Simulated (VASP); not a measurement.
Input of a VASP 6.6.1 run:

The input INCAR:

```
  PREC = Accurate
  ENCUT = 600
  EDIFF = 1E-7
  ISMEAR = 0
  SIGMA = 0.02
  LREAL = F
  LASPH = T
  NELM = 60
  ALGO = Normal
  ISIF = 3
  LWAVE = F
  LCHARG = F
  GGA = PE
  IBRION = 2
  NSW = 80
  EDIFFG = -0.004
```

Contents of KPOINTS:

```
regular mesh
0
Gamma
  10 10 10
```

The input POSCAR:

```
LiCl
1.0
    0.0000000000      2.5647700000      2.5647700000
    2.5647700000      0.0000000000      2.5647700000
    2.5647700000      2.5647700000      0.0000000000
Li Cl
1 1
Direct
    0.0000000000      0.0000000000      0.0000000000
    0.5000000000      0.5000000000      0.5000000000
```

Potentials or basis: VASP PAW PBE potentials, release 64 (Li_sv, Cl).

Command:

```sh
$ cat potpaw_PBE.64/Li_sv/POTCAR potpaw_PBE.64/Cl/POTCAR > POTCAR
$ mpirun -np 1 vasp_std > vasp.out
```

Estimate the space group after relaxing (to 0.05 Å).

Fm-3m (No. 225).

Estimate the relaxed cell.

a = 3.638 Å, b = 3.638 Å, c = 3.638 Å, α = 60.00°, β = 60.00°, γ = 60.00°.

What does it give for the relaxed volume?

17.02 Å³/atom.

Predict the band gap on the k mesh.

6.29 eV, direct.

Step by step:
```csv
step,energy change (eV),largest force (eV/Å),pressure (GPa),volume (Å³)
1,0.0000,0.0000,0.29,33.74
2,-0.0002,0.0000,0.15,33.89
3,-0.0003,0.0000,0.01,34.04
```

Caveat: the cutoff is under 1.25 times the usual one of these potentials, so pressure, stress and relaxed cells hold a basis-set (Pulay) error. As with any semilocal functional, this PBE gap is likely too small.
